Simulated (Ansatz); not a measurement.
## HfO2 (model cell, started as fluorite): the cell at rest

Wanted: the relaxed cell of HfO2 (model cell, started as fluorite).

Calculated with Ansatz 0.2.0; DFT PBE, scalar-relativistic, plane waves, PAW; PAW set soft_1.

Most raw output is cut from this account.

## Step 1: Starting point

The structure is cubic, space group Fm-3m (No. 225). The conventional cell has a = 5.050 Å, b = 5.050 Å, c = 5.050 Å, α = 90.00°, β = 90.00°, γ = 90.00°. Nearest to Hf lie 8 O at 2.19 Å. O has 4 Hf at 2.19 Å nearest. Farther neighbours and most contacts between anions are not listed.

## Step 2: Probe on a coarse mesh

A quick single point on a coarse mesh tells whether the cell has a gap and how far it is from rest, which sets the k mesh and smearing that follow.

File input.yaml:

```yaml
crystal:
  lattice:
    - [0.0, 2.525, 2.525]
    - [2.525, 0.0, 2.525]
    - [2.525, 2.525, 0.0]
  atoms:
    - { symbol: Hf, position: [0.0, 0.0, 0.0] }
    - { symbol: O, position: [0.25, 0.25, 0.25] }
    - { symbol: O, position: [0.75, 0.75, 0.75] }
kpoints:
  mp_grid: { grid: [6, 6, 6] }
hamiltonian:
  xc: pbe
  pseudopotentials: { kind: paw, azcp: { folder: soft_1 } }
scf:
  occupations: { method: gaussian, width: 0.1 }
output:
  forces: true
  stress: true
  eigenvalues: true
```

Started as:

```sh
> ansatz run input.yaml --threads 4 --pin off --max-ram 16384MiB --backend cpu --events-out ev --progress --plain --runs-dir out
```

The job ended after 0.98 s (4 threads of Arm Neoverse V1, shared host; peak memory 0.29 GiB; 1.7 s of CPU time).

A gap read on the k-mesh alone can miss the band edges.

Numbers from this step:

| Property | Result |
| --- | --- |
| pressure | 7.441 GPa |
| gap on the k-mesh | 3.817 eV |
| volume per atom | 10.73 Å³ |
| direct gap on mesh | 3.817 eV |

The coarse mesh shows a gap of 3.82 eV and a pressure of 7.4 GPa.

## Step 3: Relaxation

Harmonic phonons are second derivatives at a point where the forces vanish, and they are wanted at zero stress, so atoms and cell are relaxed first.

input.yaml, the sections that differ from step 2:

```yaml
kpoints:
  mp_grid: { grid: [8, 8, 8] }
scf:
  occupations: { method: gaussian, width: 0.02 }
relax:
  adjacent_minimum: "off"
  f_tol: 0.005
  max_steps: 80
  cell: { stress_tol: 0.05 }
# crystal, hamiltonian, output: as in step 2
```

It took 3 s on 4 threads; peak memory 0.33 GiB; 9.6 s of CPU time.

Relaxation path:

```tsv
step	energy less that of the first step (eV)	largest force component (eV/Å)	pressure (GPa)	volume (Å³)
1	0.0000	0.0000	7.44	32.20
2	-0.0161	0.0000	-1.16	33.25
3	-0.0172	0.0000	-0.04	33.10
4*	-0.0209	0.0000	0.16	33.10
5	-0.0208	0.0000	0.00	33.13
6*	-0.0211	0.0000	0.00	33.13
```

Relaxation steps marked * repeat the geometry before them on a plane-wave basis chosen anew for their cell, so energy and pressure can jump there.

Forces are held to the 48 operations that the run works with; a distortion that breaks them can't arise in this run.

```tsv
conventional cell, symmetrised	before	after	change
a (Å)	5.050	5.098	+1.0 %
b (Å)	5.050	5.098	+1.0 %
c (Å)	5.050	5.098	+1.0 %
volume (Å³/atom)	10.73	11.04	+2.9 %
```

The relaxed structure:

```xyz
3
Lattice="0.0000 2.5490 2.5490 2.5490 0.0000 2.5490 2.5490 2.5490 0.0000" Properties=species:S:1:pos:R:3 pbc="T T T"
Hf    0.0000    0.0000    0.0000
O     1.2745    1.2745    1.2745
O     3.8236    3.8236    3.8236
```

This step gave:

* pressure: 0.004789 GPa
* gap on the k-mesh: 3.747 eV
* volume per atom: 11.04 Å³
* direct gap on mesh: 3.747 eV

In this step the volume went from 10.73 to 11.04 Å³/atom.

## Step 4: Relaxing to small forces for the phonons

Phonons need a cell at rest on their own settings, so the relaxation is repeated with tight tolerances on forces and stress, using the mesh and the filling of the phonon run that follows.

input.yaml, the sections that differ from step 3:

```yaml
crystal:
  lattice:
    - [0.0, 2.5490453536, 2.5490453536]
    - [2.5490453536, 0.0, 2.5490453536]
    - [2.5490453536, 2.5490453536, 0.0]
  atoms:
    - { symbol: Hf, position: [0.0, 0.0, 0.0] }
    - { symbol: O, position: [0.25, 0.25, 0.25] }
    - { symbol: O, position: [0.75, 0.75, 0.75] }
scf:
  occupations: { method: fixed }
relax:
  adjacent_minimum: "off"
  f_tol: 0.001
  max_steps: 60
  cell: { stress_tol: 0.01 }
# kpoints, hamiltonian, output: as in step 3
```

Wall time 1.2 s (4 threads); peak memory 0.32 GiB; 3.8 s of CPU time.

Little changed from the start: no atom moved by 0.005 Å and no cell edge by 0.1 %.

Numbers from this step:

| Item | Value |
| --- | --- |
| pressure | 0.004786 GPa |

The forces vanish by symmetry and the pressure is 0.005 GPa, within the tolerances set. The cell now holds 11.04 Å³/atom.

## Step 5: Outcome

```yaml
space_group_after_relaxation_within_0p01_a: Fm-3m
lattice_constant_a: 5.098 Å
lattice_constant_b: 5.098 Å
lattice_constant_c: 5.098 Å
volume_per_atom: 11.0 Å³
gap_on_the_k_mesh: 3.75 eV
```

**Reading.** The forces vanish by symmetry and the pressure is 0.005 GPa, within the tolerances set. The cell now holds 11.04 Å³/atom. The relaxation keeps the symmetry of its start, so it says nothing on stability against lower symmetry. Spin-orbit coupling is left out, which can matter for the heavy elements here. The starting cell was built on a prototype and not taken from a measurement, so the phase need not exist.

[Logs are printed without paths, hosts, clocks, repeated set-up lines and the standing remarks that a program may print on its own settings, such as how far it seeks lower states.]

[Hosts, paths, dates, database ids (printed as entryN), source tags and the programs' standing remarks are cut or masked in the printed files.]
